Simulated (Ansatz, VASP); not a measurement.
Two plane-wave programs on RbBr

```
Rb Br
1.0
     4.04185    0.00000    0.00000
     0.00000    4.04185    0.00000
     0.00000    0.00000    4.04185
Rb Br
1 1
Cartesian
  0.0000 0.0000 0.0000
  2.0209 2.0209 2.0209
```

Change from the starting cell: volume scaled by 0.94.

Alike in both runs: task single point; functional PBE; k mesh 7 × 7 × 7; occupations fermi-dirac, width 0.05 eV; no spin polarisation.

|  | VASP | Ansatz |
| --- | --- | --- |
| version | VASP 6.6.1 | Ansatz 0.2.0 |
| potentials or method | VASP PAW PBE potentials, release 64 (Rb_sv, Br) | Ansatz PAW |
| plane-wave cutoff (eV) | 520 | 420 |
| valence electrons in the cell | 16 | 16 |

|  | VASP | Ansatz | Ansatz less VASP |
| --- | --- | --- | --- |
| gap on the k mesh at the Fermi level (eV) | 4.33 | 4.33 | +0.002 |
| least direct gap on the mesh (eV) | 4.46 | 4.46 | +0.001 |
| pressure (GPa) | 2.1 | 2.1 | -0.05 |

With one functional, cell and mesh, what is left measures potentials, basis and numerics.

Caveats: an odd mesh through Γ misses points on the zone boundary, where band edges often lie (VASP); odd divisions of the mesh miss points on the zone boundary, where band edges often lie, so the gap on the mesh can be too wide (Ansatz).
